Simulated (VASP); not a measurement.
Here is a VASP 6.6.1 calculation.

File INCAR:

```
PREC     = Accurate       # precision mode
ENCUT    = 500            # plane-wave cutoff, eV
EDIFF    = 1E-6           # SCF threshold, eV
ISMEAR   = 0              # smearing method
SIGMA    = 0.02           # smearing width, eV
LREAL    = False          # projectors in reciprocal space
LASPH    = True           # aspherical terms in the spheres
NELM     = 60             # most SCF steps
ALGO     = Fast           # electronic algorithm
ISIF     = 2              # what is computed and relaxed
LWAVE    = False          # write WAVECAR
LCHARG   = False          # write CHGCAR
GGA      = PE             # functional
```

KPOINTS

```
Automatic mesh
0
Gamma
  7 7 7
```

File POSCAR:

```
Si
1.0
   -1.6269149300      1.6269149300      1.3203298500
    1.6269149300     -1.6269149300      1.3203298500
    1.6269149300      1.6269149300     -1.3203298500
Si
1
Direct
    0.0000000000      0.0000000000      0.0000000000
```

Potentials or basis: VASP PAW PBE potentials, release 64 (Si_GW).

The run is started by

```console
$ cat potpaw_PBE.64/Si_GW/POTCAR > POTCAR
$ mpirun -np 1 vasp_std > vasp.out
```

Question: Estimate the band gap on the k mesh.

Answer: None (metal or under the smearing width).

Question: What does it give for the pressure?

Answer: 3.6 GPa.

Stress tensor (GPa, compression positive):
```
 5.83  0.00  0.00
 0.00  5.83  0.00
 0.00  0.00 -0.87
```

Caveat: the k mesh is coarse (spacing up to 0.44 Å⁻¹), so the values aren't converged.
